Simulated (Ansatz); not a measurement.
A relaxation computed with Ansatz, from input to last step.

```yaml
crystal:
  lattice:
    - [2.9463406812, 1.7010705854, 2.4165972147]
    - [-2.9463406812, 1.7010705854, 2.4165972147]
    - [0.0, -3.2431168022, 2.3046581319]
  atoms:
    - { symbol: Ba, position: [0.0053132214, 0.0053132214, -0.0057654902] }
    - { symbol: Ti, position: [0.5185809384, 0.5185809384, 0.4942459188] }
    - { symbol: O, position: [0.4892279205, 0.9741542149, 0.494209529] }
    - { symbol: O, position: [0.4838247048, 0.4838247048, 0.9942015133] }
    - { symbol: O, position: [0.9741542149, 0.4892279205, 0.494209529] }
basis:
  ecutwfc: 420
kpoints:
  mp_grid: { grid: [6, 6, 6] }
hamiltonian:
  xc: pbe
  hubbard: { sites: [{ species: Ti, l: d, u_eff: 4.0 }] }
scf:
  occupations: { method: gaussian, width: 0.02 }
output:
  forces: true
  stress: true
  eigenvalues: true
relax:
  adjacent_minimum: "off"
  f_tol: 0.008
  max_steps: 40
  cell: { stress_tol: 0.015, fix: [a, b, gamma] }
```

```bash
ansatz run input.yaml --threads 1 --pin off --max-ram 2560MiB --backend cpu --events-out ev --progress --plain --runs-dir out
```

All numbers below come from DFT PBE+U, scalar-relativistic, plane waves, PAW (Ansatz 0.2.0).

Of 9 frames 8 are shown, positions in Å and forces in eV/Å; the SCF threshold varies from step to step. Steps run on the plane waves of an earlier cell, with a Pulay correction in the pressure. The basis is chosen afresh for the last frame, the zero of the energies, and at times for earlier ones too; energy and pressure can step there, also at an unchanged geometry. Where two frames share a geometry here, they differ by under 2 meV/atom and 0.3 GPa.

```xyz
5
Lattice="2.9463 1.7011 2.4166 -2.9463 1.7011 2.4166 0.0000 -3.2431 2.3047" Properties=species:S:1:pos:R:3:forces:R:3 pbc="T T T" step=1 free_energy_over_end_meV_per_atom=4.17 pressure_GPa=-4.69
Ba    0.0000    0.0368    0.0124    0.0000    0.0197    0.0316
Ti    0.0000    0.1614    3.6455    0.0000    0.2218    0.3378
O    -1.4288    0.8865    4.6754    0.2556   -0.1136   -0.1766
O     0.0000   -1.5783    4.6297    0.0000   -0.0142   -0.0163
O     1.4288    0.8865    4.6754   -0.2556   -0.1136   -0.1766
5
Lattice="2.9463 1.7136 2.4077 -2.9463 1.7136 2.4077 0.0000 -3.2349 2.2736" Properties=species:S:1:pos:R:3:forces:R:3 pbc="T T T" step=2 free_energy_over_end_meV_per_atom=2.29 pressure_GPa=-3.33
Ba    0.0000    0.0516    0.0323    0.0000   -0.0580   -0.0882
Ti    0.0000    0.1762    3.6185    0.0000    0.2864    0.3784
O    -1.4174    0.9059    4.6440    0.1268   -0.0940   -0.1253
O     0.0000   -1.5642    4.5790    0.0000   -0.0404   -0.0395
O     1.4174    0.9059    4.6440   -0.1268   -0.0940   -0.1253
5
Lattice="2.9463 1.7097 2.4105 -2.9463 1.7097 2.4105 0.0000 -3.2169 2.2688" Properties=species:S:1:pos:R:3:forces:R:3 pbc="T T T" step=3 free_energy_over_end_meV_per_atom=0.70 pressure_GPa=-2.33
Ba    0.0000    0.0448    0.0241    0.0000   -0.0097   -0.0148
Ti    0.0000    0.1881    3.6295    0.0000    0.1846    0.2401
O    -1.4152    0.9102    4.6455    0.1040   -0.0750   -0.0922
O     0.0000   -1.5529    4.5751    0.0000   -0.0249   -0.0410
O     1.4152    0.9102    4.6455   -0.1040   -0.0750   -0.0922
5
Lattice="2.9463 1.7065 2.4128 -2.9463 1.7065 2.4128 0.0000 -3.2229 2.2794" Properties=species:S:1:pos:R:3:forces:R:3 pbc="T T T" step=4 free_energy_over_end_meV_per_atom=-0.19 pressure_GPa=-1.68
Ba    0.0000    0.0539    0.0370    0.0000   -0.0135   -0.0194
Ti    0.0000    0.1962    3.6569    0.0000   -0.0256   -0.0396
O    -1.4128    0.8957    4.6446    0.0392    0.0053    0.0072
O     0.0000   -1.5715    4.5738    0.0000    0.0286    0.0447
O     1.4128    0.8957    4.6446   -0.0392    0.0053    0.0072
5
Lattice="2.9463 1.7063 2.4129 -2.9463 1.7063 2.4129 0.0000 -3.2206 2.2783" Properties=species:S:1:pos:R:3:forces:R:3 pbc="T T T" step=5 free_energy_over_end_meV_per_atom=-0.33 pressure_GPa=-1.68
Ba    0.0000    0.0499    0.0314    0.0000   -0.0019   -0.0029
Ti    0.0000    0.1949    3.6531    0.0000    0.0023    0.0013
O    -1.4098    0.8980    4.6464    0.0061   -0.0010   -0.0014
O     0.0000   -1.5663    4.5777    0.0000    0.0017    0.0042
O     1.4098    0.8980    4.6464   -0.0061   -0.0010   -0.0014
5
Lattice="2.9463 1.7063 2.4129 -2.9463 1.7063 2.4129 0.0000 -3.2210 2.2785" Properties=species:S:1:pos:R:3:forces:R:3 pbc="T T T" step=6 free_energy_over_end_meV_per_atom=-0.32 pressure_GPa=-1.68
Ba    0.0000    0.0495    0.0307    0.0000    0.0000   -0.0001
Ti    0.0000    0.1949    3.6531    0.0000    0.0001   -0.0001
O    -1.4094    0.8978    4.6466    0.0000    0.0000    0.0000
O     0.0000   -1.5665    4.5785    0.0000    0.0000    0.0001
O     1.4094    0.8978    4.6466    0.0000    0.0000    0.0000
5
Lattice="2.9463 1.7063 2.4129 -2.9463 1.7063 2.4129 0.0000 -3.2210 2.2785" Properties=species:S:1:pos:R:3:forces:R:3 pbc="T T T" step=7 free_energy_over_end_meV_per_atom=0.00 pressure_GPa=-1.73
Ba    0.0000    0.0495    0.0307    0.0000    0.0000   -0.0001
Ti    0.0000    0.1949    3.6531    0.0000    0.0001    0.0000
O    -1.4094    0.8978    4.6466    0.0000    0.0000    0.0000
O     0.0000   -1.5665    4.5785    0.0000    0.0000    0.0001
O     1.4094    0.8978    4.6466    0.0000    0.0000    0.0000
5
Lattice="2.9463 1.7065 2.4128 -2.9463 1.7065 2.4128 0.0000 -3.2201 2.2776" Properties=species:S:1:pos:R:3:forces:R:3 pbc="T T T" step=9 free_energy_over_end_meV_per_atom=0.00 pressure_GPa=-1.68
Ba    0.0000    0.0496    0.0306    0.0000    0.0000   -0.0001
Ti    0.0000    0.1956    3.6524    0.0000    0.0001    0.0001
O    -1.4093    0.8985    4.6461    0.0000    0.0000    0.0000
O     0.0000   -1.5657    4.5773    0.0000    0.0000    0.0000
O     1.4093    0.8985    4.6461    0.0000    0.0000    0.0000
```

It took 2.1 min on 1 thread of Arm Neoverse V2, with other jobs on the host, peak memory 0.45 GiB.